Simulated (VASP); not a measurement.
# Ni (Fm-3m) in VASP: further runs

Runs on Ni. Level: PBE. Tasks: single point.

Program: VASP 6.6.1. These are calculated values, not measurements. Logs are shortened: lines on timing, memory, paths and dates and some standing lists are left out, and cuts for length are marked.

## (1) The crystal as given

It takes space group Fm-3m (No. 225, cubic). The conventional cell has a = 3.524 Å, b = 3.524 Å, c = 3.524 Å, α = 90.00°, β = 90.00°, γ = 90.00°. Ni (site symmetry m-3m) has 12 Ni at 2.49 Å as nearest neighbours.

## (2) Single point, PBE, collinear spin, ferromagnetic start

File INCAR:

```
SYSTEM = Ni
PREC = Accurate
ENCUT = 520
EDIFF = 1E-7
ISMEAR = 0
SIGMA = 0.1
LREAL = .FALSE.
LASPH = .TRUE.
NELM = 150
ALGO = Normal
ISIF = 2
LWAVE = .FALSE.
LCHARG = .FALSE.
ISPIN = 2
MAGMOM = 0.8
LORBIT = 11
LMAXMIX = 4
GGA = PE
```

File KPOINTS:

```
Automatic mesh
0
G
  4 4 4
  0 0 0
```

File POSCAR:

```
Ni
1.0
    0.0000000000      1.7619350000      1.7619350000
    1.7619350000      0.0000000000      1.7619350000
    1.7619350000      1.7619350000      0.0000000000
Ni
1
Direct
    0.0000000000      0.0000000000      0.0000000000
```

Potentials or basis: VASP PAW PBE potentials, release 64 (Ni).

On the command line:

```
$ cat potpaw_PBE.64/Ni/POTCAR > POTCAR
$ mpirun -np 1 vasp_std > vasp.out
```

OUTCAR:

```text
SYSTEM = Ni
   PREC = Accurate
   ENCUT = 520
   EDIFF = 1E-7
   ISMEAR = 0
   LREAL = .FALSE.
   LASPH = .TRUE.
   NELM = 150
   ISIF = 2
   ISPIN = 2
   LORBIT = 11
   GGA = PE

 ion  position               nearest neighbor table
   1  0.000  0.000  0.000-

  LATTYP: Found a face centered cubic cell.
 ALAT       =     3.5238700000

  Lattice vectors:

 A1 = (   0.0000000000,   1.7619350000,   1.7619350000)
 A2 = (   1.7619350000,   0.0000000000,   1.7619350000)
 A3 = (   1.7619350000,   1.7619350000,   0.0000000000)

Analysis of symmetry for initial positions (statically):
=====================================================================
 Subroutine PRICEL returns:
 Original cell was already a primitive cell.

 Routine SETGRP: Setting up the symmetry group for a
 face centered cubic supercell.

 Subroutine GETGRP returns: Found 48 space group operations
 (whereof 48 operations were pure point group operations)
 out of a pool of 48 trial point group operations.

The static configuration has the point symmetry O_h .

Analysis of symmetry for dynamics (positions and initial velocities):
=====================================================================
 Subroutine PRICEL returns:
 Original cell was already a primitive cell.

 Routine SETGRP: Setting up the symmetry group for a
 face centered cubic supercell.

 Subroutine GETGRP returns: Found 48 space group operations
 (whereof 48 operations were pure point group operations)
 out of a pool of 48 trial point group operations.

The dynamic configuration has the point symmetry O_h .

Analysis of structural, dynamic, and magnetic symmetry:
=====================================================================
 Subroutine PRICEL returns:
 Original cell was already a primitive cell.

 Routine SETGRP: Setting up the symmetry group for a
 face centered cubic supercell.

 Subroutine GETGRP returns: Found 48 space group operations
 (whereof 48 operations were pure point group operations)
 out of a pool of 48 trial point group operations.

The overall configuration has the point symmetry O_h .

 Subroutine INISYM returns: Found 48 space group operations
 (whereof 48 operations are pure point group operations),
 and found     1 'primitive' translations

----------------------------------------------------------------------------------------

                                     Primitive cell

  volume of cell :      10.9396

  direct lattice vectors                    reciprocal lattice vectors
     0.000000000  1.761935000  1.761935000    -0.283778914  0.283778914  0.283778914
     1.761935000  0.000000000  1.761935000     0.283778914 -0.283778914  0.283778914
     1.761935000  1.761935000  0.000000000     0.283778914  0.283778914 -0.283778914

  length of vectors
     2.491752373  2.491752373  2.491752373     0.491519496  0.491519496  0.491519496

  position of ions in fractional coordinates (direct lattice)
     0.000000000  0.000000000  0.000000000

  ion indices of the primitive-cell ions
   primitive index   ion index
                 1           1

----------------------------------------------------------------------------------------

 KPOINTS: Automatic mesh

Automatic generation of k-mesh.
 Grid dimensions read from file:
 generate k-points for:    4    4    4

 Generating k-lattice:

  Cartesian coordinates                     Fractional coordinates (reciprocal lattice)
    -0.070944728  0.070944728  0.070944728     0.250000000  0.000000000  0.000000000
     0.070944728 -0.070944728  0.070944728     0.000000000  0.250000000  0.000000000
     0.070944728  0.070944728 -0.070944728     0.000000000  0.000000000  0.250000000

  Length of vectors
     0.122879874  0.122879874  0.122879874

  Shift w.r.t. Gamma in fractional coordinates (k-lattice)
     0.000000000  0.000000000  0.000000000

 Subroutine IBZKPT returns following result:
 ===========================================

 Found      8 irreducible k-points:

 Following reciprocal coordinates:
            Coordinates               Weight
  0.000000  0.000000  0.000000      1.000000
  0.250000  0.000000  0.000000      8.000000
  0.500000  0.000000  0.000000      4.000000
  0.250000  0.250000  0.000000      6.000000
  0.500000  0.250000  0.000000     24.000000
 -0.250000  0.250000  0.000000     12.000000
  0.500000  0.500000  0.000000      3.000000
 -0.250000  0.500000  0.250000      6.000000
   k-points           NKPTS =      8   k-points in BZ     NKDIM =      8   number of bands    NBANDS=      9
   number of dos      NEDOS =    301   number of ions     NIONS =      1
   total plane-waves  NPLWV =   8000
   dimension x,y,z NGX =    20 NGY =   20 NGZ =   20
   dimension x,y,z NGXF=    40 NGYF=   40 NGZF=   40
   ions per type =               1
   NGX,Y,Z   is equivalent  to a cutoff of  13.34, 13.34, 13.34 a.u.
   NGXF,Y,Z  is equivalent  to a cutoff of  26.69, 26.69, 26.69 a.u.
 SYSTEM =  Ni
   PREC   = accura    normal or accurate (medium, high low for compatibility)
   ISTART =      0    job   : 0-new  1-cont  2-samecut
   ICHARG =      2    charge: 1-file 2-atom 10-const
   ISPIN  =      2    spin polarized calculation?
   LNONCOLLINEAR =      F non collinear calculations
   LSORBIT =      F    spin-orbit coupling
   LASPH  =      T    aspherical Exc in radial PAW
   ENCUT  =  520.0 eV  38.22 Ry    6.18 a.u.   4.63  4.63  4.63*2*pi/ulx,y,z
   NELM   =    150;   NELMIN=  2; NELMDL= -5     # of ELM steps
   EDIFF  = 0.1E-06   stopping-criterion for ELM
   LREAL  =      F    real-space projection
   EDIFFG = 0.1E-05   stopping-criterion for IOM
   NSW    =      0    number of steps for IOM
   IBRION =     -1    ionic relax: 0-MD 1-quasi-New 2-CG
   NFREE  =      0    steps in history (QN), initial steepest desc. (CG)
   ISIF   =      2    stress and relaxation
   ISYM   =      2    0-nonsym 1-usesym 2-fastsym
   POTIM  = 0.5000    time-step for ionic-motion
   TEBEG  =    0.0;   TEEND  =   0.0 temperature during run
   PSTRESS=    0.0 pullay stress
   NELECT =      10.0000    total number of electrons
   NUPDOWN=      -1.0000    fix difference up-down
   EMIN   =  10.00;   EMAX   =-10.00  energy-range for DOS
   EFERMI =   0.00;   METHOD = LEGACY
   ISMEAR =     0;   SIGMA  =   0.10  broadening in eV -4-tet -1-fermi 0-gaus
   EFERMI_NEDOS =   21; number of points for ismear=-14 and -15
   IALGO  =     38    algorithm
   IMIX   =      4    mixing-type and parameters
     AMIX     =   0.40;   BMIX     =  1.00
     AMIX_MAG =   1.60;   BMIX_MAG =  1.00
  volume/ion in A,a.u.               =      10.94        73.82
  Fermi-wavevector in a.u.,A,eV,Ry     =   1.588821  3.002436 34.345893  2.524352
  Thomas-Fermi vector in A             =   2.687765
   LORBIT       =     11    0 simple, 1 ext, 2 COOP (PROOUT), +10 PAW based schemes
   GGA     = PE    functional components
   LHFCALC =     F    Hartree Fock is set to
   AEXX    =    0.0000 exact exchange contribution
   IVDW    =     0    specifies the selected vdW correction
   LEPSILON=     F    determine dielectric tensor
   LRPA    =     F    only Hartree local field effects (RPA)
 spin polarized calculation
 Gauss-broadening in eV      SIGMA  =   0.10
  energy-cutoff  :      520.00
  volume of cell :       10.94
 maximum number of plane-waves:       303
 NGX is ok and might be reduce to    20
   NGX =  9   NGY =  9   NGZ =  9

 number of electron      10.0000010 magnetization       0.5937578

 Free energy of the ion-electron system (eV)
  ---------------------------------------------------
  ext. energy  EPLUGINS =         0.00000000
  ---------------------------------------------------
  free energy    TOTEN  =        -5.54584519 eV

  energy without entropy =       -5.53583351  energy(sigma->0) =       -5.54083935

 E-fermi :   9.3583     XC(G=0): -13.2296

 val. band max:        9.2876411747   @ k =   0.5000   0.5000   0.0000
 cond. band min:       9.3758260916   @ k =   0.5000   0.0000   0.0000
 fundamental gap:      0.0881849169
 Fermi energy:         9.3582764726

 spin component 1

 k-point     1 :       0.0000    0.0000    0.0000
  band No.  band energies     occupation
      1       0.3315      1.00000
      2       6.8363      1.00000
      3       6.8363      1.00000
      4       6.8363      1.00000
      5       8.0012      1.00000
      6       8.0012      1.00000
      7      32.9819      0.00000
      8      36.7986      0.00000
      9      36.7986      0.00000
[... 73 lines left out ...]
 k-point     8 :      -0.2500    0.5000    0.2500
  band No.  band energies     occupation
      1       5.5346      1.00000
      2       6.2130      1.00000
      3       6.2130      1.00000
      4       7.9384      1.00000
      5       8.7727      1.00000
      6      16.9905      0.00000
      7      16.9905      0.00000
      8      19.2144      0.00000
      9      20.3396      0.00000
 Fermi energy:         9.3582764726

 spin component 2

 k-point     1 :       0.0000    0.0000    0.0000
  band No.  band energies     occupation
      1       0.2788      1.00000
      2       7.5638      1.00000
      3       7.5638      1.00000
      4       7.5638      1.00000
      5       8.5623      1.00000
      6       8.5623      1.00000
      7      32.8078      0.00000
      8      36.7665      0.00000
      9      36.7665      0.00000
[... 73 lines left out ...]
 k-point     8 :      -0.2500    0.5000    0.2500
  band No.  band energies     occupation
      1       5.8979      1.00000
      2       6.7997      1.00000
      3       6.7997      1.00000
      4       8.4746      1.00000
      5       9.6097      0.00019
      6      17.1446      0.00000
      7      17.1446      0.00000
      8      19.3508      0.00000
      9      20.4605      0.00000

------------------------ aborting loop because EDIFF is reached ----------------------------------------

  FORCE on cell =-STRESS in cart. coord.  units (eV):
  Direction    XX          YY          ZZ          XY          YZ          ZX
  --------------------------------------------------------------------------------------
  -------------------------------------------------------------------------------------
  Total       -0.2864227     -0.2864227     -0.2864227     -0.0000000     -0.0000000      0.0000000
  in kB      -41.9486841    -41.9486841    -41.9486841     -0.0000000     -0.0000000      0.0000000
  external PRESSURE =     -41.9486841 kB  Pullay stress =       0.0000000 kB

 VOLUME and BASIS-vectors are now :
 -----------------------------------------------------------------------------
  energy-cutoff  :      520.00
  volume of cell :       10.94
      direct lattice vectors                 reciprocal lattice vectors
     0.000000000  1.761935000  1.761935000    -0.283778914  0.283778914  0.283778914
     1.761935000  0.000000000  1.761935000     0.283778914 -0.283778914  0.283778914
     1.761935000  1.761935000  0.000000000     0.283778914  0.283778914 -0.283778914

 POSITION                                       TOTAL-FORCE (eV/Angst)
 -----------------------------------------------------------------------------------
      0.00000      0.00000      0.00000         0.000000      0.000000      0.000000
 -----------------------------------------------------------------------------------
    total drift:                                0.000000     -0.000000      0.000000

  FREE ENERGIE OF THE ION-ELECTRON SYSTEM (eV)
  ---------------------------------------------------
  free  energy   TOTEN  =        -5.5458451869 eV

  energy  without entropy=       -5.5358335109  energy(sigma->0) =       -5.54083935

 total charge

# of ion       s       p       d       tot
------------------------------------------
    1        0.484   0.504   8.306   9.294

 magnetization (x)

# of ion       s       p       d       tot
------------------------------------------
    1       -0.013  -0.025   0.646   0.608
```

It took 6.9 s on 1 thread of Intel Xeon Platinum 8559C (Emerald Rapids), shared host; peak memory 0.13 GiB.

Results:

```yaml
Free_energy: -5.5458 eV
Pressure: -4.2 GPa
Band_gap_on_the_k_mesh: none (metal or under the smearing width)
Net_moment: 0.59 μB per cell
Site_moments: Ni +0.61 μB
Valence_electrons_inside_the_program's_atomic_spheres: Ni 9.29
```

Caveat: the k mesh is coarse (spacing up to 0.77 Å⁻¹), so the values aren't converged.

## (3) Single point, PBE, collinear spin, ferromagnetic start

INCAR is that of step 2.

File KPOINTS:

```
Automatic mesh
0
G
  8 8 8
  0 0 0
```

POSCAR is that of step 2.

Potentials or basis: VASP PAW PBE potentials, release 64 (Ni).

On the command line:

```
$ cat potpaw_PBE.64/Ni/POTCAR > POTCAR
$ mpirun -np 1 vasp_std > vasp.out
```

It used 5.2 s of CPU time on 1 thread of Intel(R) Xeon(R) Platinum 8559C (Emerald Rapids), on a shared host, which was overloaded at the time.

It converged, with:

```
Free energy                                           : -5.4742 eV
Pressure                                              : -0.6 GPa
Band gap on the k mesh                                : none (metal or under the smearing width)
Net moment                                            : 0.70 μB per cell
Site moments                                          : Ni +0.71 μB
Valence electrons inside the program's atomic spheres : Ni 9.30
```

Levels at points of the mesh, in eV from the Fermi level:
Spin up:
```tsv
k point	band 2	band 3	band 4	band 5	band 6	band 7	band 8	band 9
(0.00, 0.00, 0.00)	-2.47	-2.47	-2.47	-1.31	-1.31	23.68	27.49	27.49
(0.50, 0.00, 0.00)	-2.45	-2.45	-0.66	-0.66	-0.28	5.59	22.18	24.57
(0.50, 0.50, 0.00)	-4.21	-0.61	-0.54	-0.54	2.44	9.15	14.77	14.77
```
Spin down:
```tsv
k point	band 1	band 2	band 3	band 4	band 5	band 6	band 7	band 8
(0.00, 0.00, 0.00)	-8.99	-1.65	-1.65	-1.65	-0.65	-0.65	23.53	27.49
(0.50, 0.00, 0.00)	-4.36	-1.77	-1.77	-0.33	0.17	0.17	6.06	22.04
(0.50, 0.50, 0.00)	-4.26	-3.53	0.08	0.40	0.40	2.42	9.43	14.80
```

Caveat: the k mesh is coarse (spacing up to 0.39 Å⁻¹), so the values aren't converged.

## (4) Single point, PBE, collinear spin, ferromagnetic start

INCAR is that of step 3.

File KPOINTS:

```
Automatic mesh
0
G
  10 10 10
  0 0 0
```

POSCAR is that of step 3.

On the command line:

```
$ cat potpaw_PBE.64/Ni/POTCAR > POTCAR
$ mpirun -np 1 vasp_std > vasp.out
```

Wall time 12 s (1 thread of Intel Xeon Platinum 8559C (Emerald Rapids), shared host); peak memory 0.13 GiB.

It converged, with:

| Property | Result |
| --- | --- |
| Free energy | -5.4770 eV |
| Pressure | -0.4 GPa |
| Band gap on the k mesh | none (metal or under the smearing width) |
| Net moment | 0.72 μB per cell |
| Site moments | Ni +0.73 μB |
| Valence electrons inside the program's atomic spheres | Ni 9.30 |

Levels at points of the mesh, in eV from the Fermi level:
Spin up:
| k point | band 2 | band 3 | band 4 | band 5 | band 6 | band 7 | band 8 | band 9 |
| --- | --- | --- | --- | --- | --- | --- | --- | --- |
| (0.00, 0.00, 0.00) | -2.50 | -2.50 | -2.50 | -1.32 | -1.32 | 23.66 | 27.47 | 27.47 |
| (0.50, 0.00, 0.00) | -2.47 | -2.47 | -0.69 | -0.69 | -0.30 | 5.57 | 22.15 | 24.55 |
| (0.50, 0.50, 0.00) | -4.24 | -0.62 | -0.57 | -0.57 | 2.42 | 9.13 | 14.75 | 14.75 |
Spin down:
| k point | band 2 | band 3 | band 4 | band 5 | band 6 | band 7 | band 8 | band 9 |
| --- | --- | --- | --- | --- | --- | --- | --- | --- |
| (0.00, 0.00, 0.00) | -1.65 | -1.65 | -1.65 | -0.66 | -0.66 | 23.50 | 27.47 | 27.47 |
| (0.50, 0.00, 0.00) | -1.77 | -1.77 | -0.35 | 0.17 | 0.17 | 6.05 | 22.02 | 24.66 |
| (0.50, 0.50, 0.00) | -3.54 | 0.07 | 0.41 | 0.41 | 2.40 | 9.41 | 14.78 | 14.78 |

## (5) Single point, PBE, collinear spin, ferromagnetic start

INCAR is that of step 4.

File KPOINTS:

```
Automatic mesh
0
G
  12 12 12
  0 0 0
```

POSCAR is that of step 4.

On the command line:

```
$ cat potpaw_PBE.64/Ni/POTCAR > POTCAR
$ mpirun -np 1 vasp_std > vasp.out
```

Wall time 14 s (1 thread of Intel Xeon Platinum 8559C (Emerald Rapids), shared host); peak memory 0.13 GiB.

The run converged. Its results:

| Quantity | Value |
| --- | --- |
| Free energy | -5.4737 eV |
| Pressure | -0.5 GPa |
| Band gap on the k mesh | none (metal or under the smearing width) |
| Net moment | 0.68 μB per cell |
| Site moments | Ni +0.69 μB |
| Valence electrons inside the program's atomic spheres | Ni 9.30 |

Levels at points of the mesh, in eV from the Fermi level:
Spin up:
```csv
k point,band 3,band 4,band 5,band 6,band 7,band 8
"(0.00, 0.00, 0.00)",-2.46,-2.46,-1.29,-1.29,23.68,27.49
"(0.50, 0.00, 0.00)",-2.44,-0.65,-0.65,-0.28,5.60,22.18
"(0.50, 0.50, 0.00)",-0.59,-0.53,-0.53,2.45,9.16,14.77
```
Spin down:
```csv
k point,band 2,band 3,band 4,band 5,band 6,band 7
"(0.00, 0.00, 0.00)",-1.65,-1.65,-1.65,-0.65,-0.65,23.51
"(0.50, 0.00, 0.00)",-1.77,-1.77,-0.34,0.17,0.17,6.06
"(0.50, 0.50, 0.00)",-3.53,0.08,0.41,0.41,2.40,9.42
```

## (6) Single point, PBE, collinear spin, ferromagnetic start

INCAR is that of step 5.

File KPOINTS:

```
Automatic mesh
0
G
  16 16 16
  0 0 0
```

POSCAR is that of step 5.

Potentials or basis: VASP PAW PBE potentials, release 64 (Ni).

On the command line:

```
$ cat potpaw_PBE.64/Ni/POTCAR > POTCAR
$ mpirun -np 1 vasp_std > vasp.out
```

Wall time 20 s (1 thread of Intel Xeon Platinum 8559C (Emerald Rapids), shared host); peak memory 0.14 GiB.

The run converged. Its results:

```
Free energy                                           : -5.4746 eV
Pressure                                              : -1.2 GPa
Band gap on the k mesh                                : none (metal or under the smearing width)
Net moment                                            : 0.60 μB per cell
Site moments                                          : Ni +0.61 μB
Valence electrons inside the program's atomic spheres : Ni 9.30
```

Levels at points of the mesh, in eV from the Fermi level:
Spin up:
| k point | band 3 | band 4 | band 5 | band 6 | band 7 | band 8 |
| --- | --- | --- | --- | --- | --- | --- |
| (0.00, 0.00, 0.00) | -2.41 | -2.41 | -1.24 | -1.24 | 23.67 | 27.49 |
| (0.50, 0.00, 0.00) | -2.39 | -0.59 | -0.59 | -0.29 | 5.63 | 22.16 |
| (0.50, 0.50, 0.00) | -0.53 | -0.46 | -0.46 | 2.44 | 9.18 | 14.77 |
Spin down:
```tsv
k point	band 1	band 2	band 3	band 4	band 5	band 6	band 7	band 8	band 9
(0.00, 0.00, 0.00)	-9.01	-1.68	-1.68	-1.68	-0.68	-0.68	23.51	27.47	27.47
(0.50, 0.00, 0.00)	-4.38	-1.80	-1.80	-0.35	0.13	0.13	6.03	22.02	24.66
(0.50, 0.50, 0.00)	-4.28	-3.56	0.04	0.37	0.37	2.40	9.40	14.78	14.78
```

## (7) The runs side by side

| k mesh | mesh quality | gap on the mesh (eV) | pressure (GPa) | moment (μB) |
| --- | --- | --- | --- | --- |
| 4 × 4 × 4 | coarse | none | -4.2 | 0.59 |
| 8 × 8 × 8 | coarse | none | -0.6 | 0.70 |
| 10 × 10 × 10 | not flagged | none | -0.4 | 0.72 |
| 12 × 12 × 12 | not flagged | none | -0.5 | 0.68 |
| 16 × 16 × 16 | not flagged | none | -1.2 | 0.60 |

Alike in all rows: task single point; level PBE; potentials or basis VASP PAW PBE potentials, release 64 (Ni); spin collinear, ferromagnetic start; cell as given; cutoff (eV) 520; smearing gaussian 0.1 eV.

Caveats: some runs use coarse meshes.

Total energies depend on the potentials used, so only differences within one code and one set of settings carry meaning.
